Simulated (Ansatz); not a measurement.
A 2-atom cell of CaS started from a crystallographic database, relaxed with r2SCAN in the PAW code Ansatz: space group Fm-3m (No. 225), cubic; conventional cell a = 5.696 Å, 23.10 Å³ an atom. Around Ca lie 6 S at 2.85 Å; around S lie 6 Ca at 2.85 Å. The primitive cell holds 2 atoms in 46.20 Å³. Calculated for a static, non-magnetic cell.

Computed values: PBE gives a gap of 2.36 eV and PBE0 (25 % exact exchange) 4.11 eV; one over PBE's mean ε∞ is 0.200. r2SCAN gives 2.80 eV and r2SCAN0 (25 %) 4.38 eV. HSE06 (6×6×6) gives a least gap of 3.41 eV and a least direct gap of 4.32 eV. r2SCAN's ε∞ is 4.59.

**What is the density?** The cell holds 1 Ca, 1 S: M = 1×40.078 + 1×32.060 = 72.14 u in V = 46.20 Å³. ρ = 1.66054 × M/V = 1.66054 × 72.14/46.20 = 2.593 g/cm³, for the static r2SCAN lattice.

**Taking the gap as linear in the share of unscreened exchange, estimate the gap of the hybrid whose share is 1/ε∞.** The slope is (4.11 − 2.36)/0.25 = 7.00 eV per unit share, so E_g ≈ 2.36 + 7.00 × 0.200 = 3.76 eV. The run with that share gives 3.75 eV (6×6×6 mesh), -0.01 eV from the straight line.

**Interpolate to r2SCANh, with 10 % exact exchange.** 2.80 + (4.38 − 2.80) × 0.10/0.25 = 3.43 eV; the run gives 3.43 eV (0.00 eV against the interpolation).

**At what wavelength does absorption set in by HSE06, excitons left aside?** λ = 1239.84 eV nm/E: 364 nm for the least gap, where it needs phonons and is weak, and 287 nm for direct transitions. That lies in the ultraviolet, so by this gap the crystal is transparent to visible light.

**What refractive index and reflectivity at normal incidence follow, below the gap and above the phonons?** n = √4.59 = 2.142; R = ((n − 1)/(n + 1))² = (1.142/3.142)² = 13.2 % a face.

The meshes of the hybrids are coarse, so their gaps aren't converged to the digits shown.
